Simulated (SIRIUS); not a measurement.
## In under changes of volume

One of the cells (27.071 Å³/atom); the others are scaled copies at fixed shape and fractional positions:

```
In
1.0
     3.35757    0.00000    0.00000
    -1.67879    2.90775    0.00000
     0.00000    0.00000    5.54563
In
2
Direct
  0.66667 0.33333 0.75000
  0.33333 0.66667 0.25000
```

This isn't the form of In at room conditions, which is tetragonal.

```yaml
Program: SIRIUS 7.10.0
Functional: PBEsol
Potentials_or_basis: PseudoDojo 0.4.1 PBEsol standard (scalar relativistic)
Cutoff: 960 eV
Density_cutoff: 3840 eV
k_mesh: 9 × 9 × 5
Occupations: fermi-dirac, width 0.05 eV
Spin: no spin polarisation
```

```tsv
volume (Å³/atom)	energy over the lowest point (meV/atom)	pressure (GPa)
24.948	2.50	1.3
25.478	0.00	0.3
26.009	?	?
27.071	10.08	-2.0
27.602	17.85	-2.5
28.133	27.20	-3.0
```

Problem. What does the run at 26.009 Å³/atom give?

Solution. Energy over the lowest point 0.71 meV/atom; pressure -0.6 GPa.

Worked out: A Birch-Murnaghan fit of order 3 (a polynomial in V^(-2/3)) to the other rows has its minimum at 25.61 Å³/atom with B0 = V·E''(V) = 45 GPa and B' = 7.1 at fixed shape and positions, which overstates the stiffness. It gives 0.75 meV/atom at 26.009 Å³/atom, against the run's 0.71, and -dE/dV = -0.7 GPa, against -0.6.

Energies are extrapolated to zero smearing.
